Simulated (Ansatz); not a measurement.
SnO2:

```
Sn O
1.0
     1.61709    0.93363    4.80059
    -1.61709    0.93363    4.80059
     0.00000   -1.86726    4.80059
Sn O
1 2
Direct
  0.50000 0.50000 0.50000
  0.76283 0.76283 0.76283
  0.23717 0.23717 0.23717
```

Measurements of this composition are mostly on another form, of space group No. 136.

* Program: Ansatz 0.2.0
* Task: relaxation of cell and atoms
* Functional: PBE0
* Potentials or basis: Ansatz PAW
* Cutoff: 420 eV (not typed: the program's choice for these potentials)
* k mesh: 6 × 6 × 6
* Occupations: fermi-dirac, width 0.05 eV
* Spin: no spin polarisation

At the start: volume 14.50 Å³/atom.

Task: How do energy, volume and symmetry change on relaxing?

Result: It ends after 11 steps and the volume is 13.89 Å³/atom (-4.2 %); space group R-3m (No. 166, to 0.05 Å).

The path:
```
step  energy change (eV)  largest force (eV/Å)  volume (Å³)
   1              0.0000                0.8944        43.49
   2             -0.0770                0.1025        42.30
   3             -0.0789                0.0335        41.94
   4             -0.0787                0.0018        42.10
   5             -0.0745                0.0018        42.10
   6             -0.0751                0.0002        41.97
   7             -0.0757                0.0001        41.83
   8             -0.0758                0.0001        41.79
   9             -0.0748                0.0002        41.79
  10             -0.0753                0.0000        41.66
  11             -0.0748                0.0002        41.66
```

Final structure:
```
CELL_PARAMETERS angstrom
1.59529 0.92104 4.72559
-1.59529 0.92104 4.72559
0.00000 -1.84208 4.72559
ATOMIC_POSITIONS crystal
Sn 0.50000 0.50000 0.50000
O 0.76457 0.76457 0.76457
O 0.23543 0.23543 0.23543
```

Caveat: the plane-wave basis is chosen anew once the cell has moved, so the energies of steps on either side of that aren't comparable; the pressure holds a Pulay correction of +0.6 GPa for the finite cutoff; the PAW data sets come from PBE, with cores solved anew for the run's functional, which leaves a small shift of forces and pressure.
